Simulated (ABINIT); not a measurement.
Runs of ABINIT 10.8.3 (patched build) on WC (Qusongite). The structure is hexagonal, space group P-6m2 (No. 187). The conventional cell has a = 2.907 Å, b = 2.907 Å, c = 2.837 Å, α = 90.00°, β = 90.00°, γ = 120.00°. W (site symmetry -6m2) is surrounded by 6 C at 2.20 Å. Around C (site symmetry -6m2) lie 6 W at 2.20 Å. 

```tsv
task	level	potentials or basis	spin	k mesh	cutoff (eV)	fine-grid cutoff	mesh quality	gap on the mesh (eV)	pressure (GPa)
single point	PBEsol	JTH PAW PBE v2.0	off	6 × 6 × 5	517	1034.03 eV	coarse	none	-2.2
band structure	WC	JTH PAW PBE v2.0	SOC, no magnetisation	10 × 10 × 9	517	1034.03 eV	not flagged	none	-0.1
band structure	LDA	JTH PAW LDA v2.0	SOC, no magnetisation	10 × 10 × 9	544	1088.46 eV	not flagged	none	-9.4
band structure	AM05	JTH PAW PBE v2.0	SOC, no magnetisation	10 × 10 × 9	517	1034.03 eV	not flagged	none	(a)
band structure	BP86	JTH PAW PBE v2.0	off	10 × 10 × 9	517	1034.03 eV	not flagged	none	(b)
```

Alike in all rows: cell as given; smearing fermi-dirac 0.05 eV.

Task: Estimate the missing entries.

Result: (a) -4.2; (b) 8.2.

Caveats: some runs use coarse meshes; the PAW data sets were made with another functional, which shifts forces and pressure a little (some runs); spin-orbit coupling is left out, which moves the levels of the heavy elements (some runs).

A k mesh can miss the band edges, and rows without SOC leave out spin-orbit coupling on W.

A gap of «none» marks a metal or a gap under the smearing width.

Runs at the PBE level aren't shown here.
